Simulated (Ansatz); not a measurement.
# Compressing Sn: a fit and a missing row

Sn, I4_1/amd, a = 5.820 Å, c = 3.174 Å. Ansatz: PBEsol, PAW, 420 eV, Γ-centred 14×14×14 mesh on 2 atoms, Gaussian smearing 0.10 eV; no spin polarisation. Shape and atoms are relaxed at each volume; pressure is positive in compression.

```
V (Å³/atom) P (GPa)
     23.651     9.78
     24.457        ?
     25.263     4.04
     26.069     1.84
     26.876     0.00
     27.682    -1.54
     28.488    -2.83
     29.563    -4.22
```

Q: Take V0 = 26.876 Å³/atom, fit the third-order Birch–Murnaghan form to the other rows, and predict the missing pressure.

A: With the Eulerian strain f = ½[(V0/V)^(2/3) − 1] and y = P/[3f(1 + 2f)^(5/2)], the form is the line y = B0 + 1.5 B0 (B0′ − 4) f. Rows (f, y): 0.04448, 59.2; 0.02106, 57.7; 0.01027, 56.8; -0.00975, 55.3; -0.01904, 54.6; -0.03078, 53.6. Means f = 0.002707, y = 56.200; Σ(Δf)² = 0.003889, ΣΔfΔy = 0.2905; the slope is their ratio. y = 56.00 + 74.70 f GPa, so B0 = 56.0 GPa and B0′ = 4 + 2 × (74.70)/(3 × 56.00) = 4.89. At V = 24.457, f = 0.03245, y = 58.42 and P = 6.66 GPa. The run gave 6.65 GPa, so the fit is 0.01 GPa too high, within twice the rms miss on the fitted rows (0.008 GPa).